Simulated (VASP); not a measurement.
Runs of VASP 6.6.1 on MgS. All rows change the cell; the cell of one of them follows. It takes space group I-4m2 (No. 119, tetragonal). Conventional cell: a = 4.075 Å, b = 4.075 Å, c = 5.662 Å, α = 90.00°, β = 90.00°, γ = 90.00°. Mg (site symmetry -4m2) is surrounded by 4 S at 2.48 Å. S (site symmetry -4m2) has 4 Mg at 2.48 Å as nearest neighbours. The cell was built by a generator and needn't be a form met in nature.

```csv
level,cell,smearing,gap on the mesh (eV),pressure (GPa)
PBE,biaxial_xy strain +1.8%,fermi-dirac 0.02 eV,3.25,(a)
r2SCAN,biaxial_xy strain +1.8%,gaussian 0.01 eV,3.91,-2.3
PBE,epitaxial_xy strain +4.5%,fermi-dirac 0.02 eV,3.16,-0.4
PBE,uniaxial_x strain +2.6%,fermi-dirac 0.02 eV,(b),(c)
```

Alike in all rows: task single point; potentials or basis VASP PAW PBE potentials, release 64 (Mg, S); no spin polarisation; k mesh 8 × 8 × 8; cutoff (eV) 520.

Fill in the values left out.

(a) -1.0; (b) 3.31; (c) -0.5.

Caveats: the PAW data sets were made with another functional, which shifts forces and pressure a little (some runs).

A k mesh can miss the band edges.
